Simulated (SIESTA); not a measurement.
TiC:

```
Ti C
1.0
     0.00000    2.16572    2.16572
     2.16572    0.00000    2.16572
     2.16572    2.16572    0.00000
Ti C
1 1
Direct
  0.00000 0.00000 0.00000
  0.50000 0.50000 0.50000
```

The cell is a database's computed one.

Base run:

| Property | Result |
| --- | --- |
| Program | SIESTA 5.4.2 |
| Functional | BLYP |
| Potentials or basis | PseudoDojo 0.4 standard (PBE files) |
| Basis | DZP (energy shift 0.003 Ry; two zetas on semicore shells) |
| Grid cutoff | 800 Ry |
| Energy shift | 0.003 Ry |
| k mesh | 11 × 11 × 11 |
| Occupations | fermi-dirac, width 0.05 eV |
| Spin | no spin polarisation |

Its results: band gap on the k mesh none (metal or under the smearing width); pressure 10.5 GPa.

Problem. The run is repeated on the same cell with these changes: functional from BLYP to vdW-DF-cx. What comes out?

Solution. Band gap on the k mesh none (metal or under the smearing width); pressure -3.8 GPa.

Caveats: the potentials were made for another functional, which shifts forces and pressure; the basis of atomic orbitals isn't converged, which shifts pressures, moduli and gaps.
